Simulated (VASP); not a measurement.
# Nb: equation of state with r2SCAN

Nb:

```
Nb
1.0
     0.00000    2.10539    2.10539
     2.10539    0.00000    2.10539
     2.10539    2.10539    0.00000
Nb
1
Direct
  0.00000 0.00000 0.00000
```

This isn't the form of Nb at room conditions, which is bcc.

| Quantity | Value |
| --- | --- |
| Program | VASP 6.6.1 |
| Task | equation of state |
| Functional | r2SCAN |
| Potentials or basis | VASP PAW PBE potentials, release 64 (Nb_sv) |
| Cutoff | 520 eV |
| k mesh | 10 × 10 × 10 |
| Occupations | fermi-dirac, width 0.05 eV |
| Spin | no spin polarisation |
| Ladder | gaps |
| Further INCAR settings | ALGO = Normal; EDIFF = 1e-07 |

```yaml
Equilibrium_volume: 18.67 Å³/atom
Bulk_modulus: 173 GPa
Pressure_derivative_of_the_bulk_modulus: "3.4 (rough: it moves with the points fitted)"
```

Energy against volume, from the lowest point:
| volume (Å³/atom) | energy (meV/atom) |
| --- | --- |
| 17.918 | 17.13 |
| 18.292 | 4.17 |
| 18.665 | 0.00 |
| 19.038 | 3.90 |
| 19.411 | 15.18 |

All runs of the series together: 3.2 min on 1 thread of Intel(R) Xeon(R) Platinum 8259CL CPU @ 2.50GHz (Skylake/Cascade Lake) (shared host).

Caveat: the PAW data sets were made with another functional, which shifts forces and pressure a little.
